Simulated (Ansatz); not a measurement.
Gas-phase electronic energies from Ansatz, PBE0-D4/def2-TZVP geometries. CCSD(T)/CBS adds triple-zeta CCSD(T) − MP2 to the extrapolated MP2 energy (def2 sets, frozen cores). One conformer a species, not always the lowest.

Reaction (substitution at a C–B bond): `CCB(S)S` + `CCC(=O)O` → `CCOC(=O)CC` + `SBS`

```
     species  CCSD/CBS(def2) energy (Eh)
   `CCB(S)S`                  -900.69597
  `CCC(=O)O`                  -268.09620
`CCOC(=O)CC`                  -346.59054
       `SBS`                  -822.17641
```

Task: Work out ΔE.

Result: ΔE = (-346.59054) + (-822.17641) − (-900.69597) − (-268.09620) = 0.02522 Eh = +66.2 kJ/mol. CCSD(T)/CBS gives +66.4 kJ/mol.

Largest T1 diagnostic among the species: 0.014.

In def2-TZVPP, CCSD(T) changes the Hartree–Fock value by +11.3 kJ/mol (the triples alone add +0.2 kJ/mol) and MP2 by +19.1 kJ/mol. The D4 term adds +4.4 kJ/mol with B3LYP and +2.2 kJ/mol with PBE0; it sums over pairs of atoms, weighted by their polarisabilities, and B3LYP, whose exchange is more repulsive, gets the larger term.

B3LYP here is the variant with VWN-RPA as its local correlation; programs differ in this.
